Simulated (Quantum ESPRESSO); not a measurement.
## RbCl under changes of volume

One of the cells (35.094 Å³/atom); the others are scaled copies at fixed shape and fractional positions:

```
Rb Cl
1.0
     0.00000    3.27400    3.27400
     3.27400    0.00000    3.27400
     3.27400    3.27400    0.00000
Rb Cl
1 1
Direct
  0.00000 0.00000 0.00000
  0.50000 0.50000 0.50000
```

* Program: Quantum ESPRESSO 7.5
* Functional: LDA
* Potentials or basis: GBRV 1.5 LDA
* Cutoff: 612 eV
* Density cutoff: 4898 eV
* k mesh: 7 × 7 × 7
* Occupations: fermi-dirac, width 0.05 eV
* Spin: no spin polarisation

```csv
volume (Å³/atom),energy over the lowest point (meV/atom),pressure (GPa),gap on the mesh (eV)
32.989,0.00,-0.4,4.79
33.690,?,?,?
34.392,6.70,-1.1,4.66
35.094,12.31,-1.4,4.59
35.796,19.13,-1.7,4.54
36.498,27.05,-1.9,4.48
37.200,35.91,-2.1,4.42
```

Problem. What does the run at 33.690 Å³/atom give?

Solution. Energy over the lowest point 2.53 meV/atom; pressure -0.8 GPa; gap on the mesh 4.72 eV.

Worked out: A Birch-Murnaghan fit of order 3 (a polynomial in V^(-2/3)) to the other rows has its minimum at 32.40 Å³/atom, just outside them, with B0 = V·E''(V) = 22 GPa and B' = 5.2. It gives 2.54 meV/atom at 33.690 Å³/atom, against the run's 2.53, and -dE/dV = -0.8 GPa, against -0.8. A straight line through the other rows of the gap, of slope -3.06 eV per unit of ln V (its deformation potential), gives 4.72 eV, against the run's 4.72.

Energies are extrapolated to zero smearing.

Caveats: an odd mesh through Γ misses points on the zone boundary, where band edges often lie (some runs). Spin-orbit coupling on Rb is left out.
